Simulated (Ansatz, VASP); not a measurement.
## Two plane-wave programs on C

Contents of INCAR:

```
SYSTEM = C
PREC     = Accurate       ! precision mode
ENCUT    = 520            ! plane-wave cutoff, eV
EDIFF    = 1E-6           ! SCF threshold, eV
ISMEAR   = 0              ! smearing method
SIGMA    = 0.05           ! smearing width, eV
LREAL    = .False.        ! projectors in reciprocal space
LASPH    = .True.         ! aspherical terms in the spheres
NELM     = 60             ! most SCF steps
ALGO     = Normal         ! electronic algorithm
ISIF     = 2              ! what is computed and relaxed
LWAVE    = .False.        ! write WAVECAR
LCHARG   = .False.        ! write CHGCAR
GGA      = PE             ! functional
IVDW     = 12             ! dispersion correction
NBANDS   = 11             ! bands
```

The input KPOINTS:

```
Automatic mesh
0
Gamma
  15 15 15
  0 0 0
```

File POSCAR:

```
C
1.0
    1.2118984948      0.6996899222      3.3048089804
   -1.2118984948      0.6996899222      3.3048089804
    0.0000000000     -1.3993798444      3.3048089804
C
2
Direct
    0.1628268272      0.1628268272      0.1628268272
    0.8371731728      0.8371731728      0.8371731728
```

Input for Ansatz:

```yaml
crystal:
  lattice:
    - [1.2118984948, 0.6996899222, 3.3048089804]
    - [-1.2118984948, 0.6996899222, 3.3048089804]
    - [0.0, -1.3993798444, 3.3048089804]
  atoms:
    - { symbol: C, position: [0.1628268272, 0.1628268272, 0.1628268272] }
    - { symbol: C, position: [0.8371731728, 0.8371731728, 0.8371731728] }
basis:
  ecutwfc: 520.0
kpoints:
  mp_grid: { grid: [15, 15, 15] }
hamiltonian:
  xc: pbe
  pseudopotentials: { kind: paw, azcp: { folder: soft_1 } }
  dispersion: d3bj
scf:
  occupations: { method: gaussian, width: 0.05 }
output:
  forces: true
  stress: true
  eigenvalues: true
```

Change from the starting cell: mode 4 frozen in at -0.038 Å, equal normal strain along x, y and z -0.0167.

Alike in both runs: task single point; functional PBE; dispersion D3(BJ); k mesh 15 × 15 × 15; occupations gaussian, width 0.05 eV; no spin polarisation.

|  | VASP | Ansatz |
| --- | --- | --- |
| version | VASP 6.6.1 | Ansatz 0.2.0 |
| potentials or method | VASP PAW PBE potentials, release 64 (C) | scalar-relativistic, plane waves, PAW |
| plane-wave cutoff (eV) | 520 | 520 |
| valence electrons in the cell | 8 | 8 |

Ansatz gave:

| Quantity | Value |
| --- | --- |
| gap on the k mesh at the Fermi level (eV) | 0.84 |
| least direct gap on the mesh (eV) | 0.84 |
| pressure (GPa) | 16.0 |
| largest component of the traceless stress (GPa) | 16.51 |
| rms of the force components (eV/Å) | 0.707 |

Question: What did VASP give for the same quantities?

Answer: gap on the k mesh at the Fermi level (eV): 0.84; least direct gap on the mesh (eV): 0.84; pressure (GPa): 16.5; largest component of the traceless stress (GPa): 17.08; rms of the force components (eV/Å): 0.704.

Atom by atom the forces differ by 0.003 eV/Å (rms over components).

Caveats: so large a pressure means that the cell lies far from this level's equilibrium, or that cutoff or potentials fall short (VASP); an odd mesh through Γ misses points on the zone boundary, where band edges often lie; forces of over 1 eV/Å show positions far from the minimum, so gaps and moduli don't describe the material at rest.
